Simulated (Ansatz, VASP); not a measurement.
# Two plane-wave programs on BP

Contents of POSCAR:

```
BP
1.0
    0.0000000000      2.3136819823      2.2498250669
    2.3136819823      0.0000000000      2.2498250669
    2.3136819823      2.3136819823      0.0000000000
B P
1 1
Direct
    0.0000000000      0.0000000000      0.0000000000
    0.2500000000      0.2500000000      0.2500000000
```

Contents of INCAR.step1:

```
PREC = Accurate
ENCUT = 520
ISMEAR = 0
SIGMA = 0.01
LREAL = False
LASPH = True
NELM = 60
NBANDS = 11
GGA = PE
ALGO = Normal
EDIFF = 1E-4
LWAVE = True
LCHARG = False
```

File INCAR.step2:

```
PREC = Accurate
ENCUT = 520
EDIFF = 1E-6
ISMEAR = 0
SIGMA = 0.01
LREAL = False
LASPH = True
NELM = 60
ALGO = Normal
ISIF = 2
LWAVE = False
LCHARG = False
METAGGA = R2SCAN
LMIXTAU = True
NBANDS = 11
ISTART = 1
```

KPOINTS

```
regular mesh
0
Gamma
  10 10 10
```

Input for Ansatz:

```yaml
crystal:
  lattice:
    - [0.0, 2.3136819823, 2.2498250669]
    - [2.3136819823, 0.0, 2.2498250669]
    - [2.3136819823, 2.3136819823, 0.0]
  atoms:
    - { symbol: B, position: [0.0, 0.0, 0.0] }
    - { symbol: P, position: [0.25, 0.25, 0.25] }
kpoints:
  mp_grid: { grid: [10, 10, 10] }
  band_path:
    path:
      - [0.0, 0.0, 0.0]
      - [-0.5, -0.5, 0.0]
      - [-0.375, -0.375, 0.25]
      - [-0.375, 0.0, 0.375]
      - [0.0, 0.0, 0.5]
      - [-0.5, -0.25, 0.25]
      - [0.408854, 0.408854, 0.0]
    npoints: 1
hamiltonian:
  xc: r2scan
scf:
  occupations: { method: fixed }
  n_extra_bands: 4
output:
  forces: true
  stress: true
  eigenvalues: true
```

Change from the starting cell: epitaxial_xy strain +2.0%.

Alike in both runs: task single point; functional r2SCAN; k mesh 10 × 10 × 10; no spin polarisation.

|  | VASP | Ansatz |
| --- | --- | --- |
| version | VASP 6.6.1 | Ansatz 0.2.0 |
| potentials or method | VASP PAW PBE potentials, release 64 (B, P) | plane waves, PAW |
| plane-wave cutoff (eV) | 520 | 500 |
| occupations | gaussian, width 0.01 eV | fixed |
| valence electrons in the cell | 8 | 8 |

|  | VASP | Ansatz | Ansatz less VASP |
| --- | --- | --- | --- |
| gap on the k mesh at the Fermi level (eV) | 1.05 | 1.02 | -0.029 |
| pressure (GPa) | -5.5 | -5.0 | +0.48 |
| largest component of the traceless stress (GPa) | 5.05 | 5.03 | -0.023 |

Caveats: the PAW data sets were made with another functional, which shifts forces and pressure a little (VASP). A k mesh can miss the band edges.
